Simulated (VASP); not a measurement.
A run of VASP 6.6.1 is set up as follows.

The input INCAR:

```
  ALGO = Normal
  EDIFF = 1E-7
  EDIFFG = -0.005
  ENCUT = 600
  IBRION = 2
  ISIF = 3
  ISMEAR = 1
  LASPH = True
  LCHARG = False
  LMIXTAU = True
  LREAL = False
  LWAVE = False
  METAGGA = R2SCAN
  NELM = 80
  NSW = 90
  PREC = Accurate
  SIGMA = 0.1
```

KPOINTS

```
k-points
0
Gamma
  16 16 16
```

The input POSCAR:

```
Pb                                      
1.0
   -0.0000000000      2.4954155924      2.4954155924
    2.4954155924     -0.0000000000      2.4954155924
    2.4954155924      2.4954155924      0.0000000000
  Pb            
     1
Direct
     0.0000000000000000    0.0000000000000000    0.0000000000000000
```

Potentials or basis: VASP PAW PBE potentials, release 64 (Pb_d).

The run is started by

```sh
$ cat potpaw_PBE.64/Pb_d/POTCAR > POTCAR
$ mpirun -np 1 vasp_std > vasp.out
```

Predict the band gap on the k mesh.

none (metal or under the smearing width).

Final structure:
```
Pb
1.0
     0.00000    2.49542    2.49542
     2.49542    0.00000    2.49542
     2.49542    2.49542    0.00000
Pb
1
Direct
  0.00000 0.00000 0.00000
```

Caveat: the relaxation stopped at its first step, so nothing moved. Spin-orbit coupling is left out, which matters for the levels of Pb.
